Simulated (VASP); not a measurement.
A run of VASP 6.6.1:

Contents of INCAR:

```
PREC = Accurate ; ENCUT = 520
EDIFF = 1E-6 ; ISMEAR = 0
SIGMA = 0.1 ; LREAL = F
LASPH = T ; NELM = 80
ALGO = Normal ; ISIF = 2
LWAVE = F ; LCHARG = F
GGA = PE ; NBANDS = 11
```

Contents of KPOINTS:

```
regular mesh
0
Gamma
  18 18 10
```

The input POSCAR:

```
Si
1.0
    2.6852015281      0.0000000000      0.0000000000
   -1.3426007640      2.3254527376      0.0000000000
    0.0000000000      0.0000000000      4.6002050586
Si
2
Direct
    0.3333333333      0.6666666667      0.2500000000
    0.6666666667      0.3333333333      0.7500000000
```

Potentials or basis: VASP PAW PBE potentials, release 64 (Si).

Run with:

```bash
$ cat potpaw_PBE.64/Si/POTCAR > POTCAR
$ mpirun -np 1 vasp_std > vasp.out
```

Hardware: 1 thread of AMD EPYC 9R45 96-Core Processor (Zen 5), on a shared host.

Q: Estimate the wall time of this run.

A: Run time: 19 s on 1 thread of AMD EPYC 9R45 96-Core Processor (Zen 5) (shared host), peak memory 0.14 GiB. Counts: scf iterations 9, k points 222.
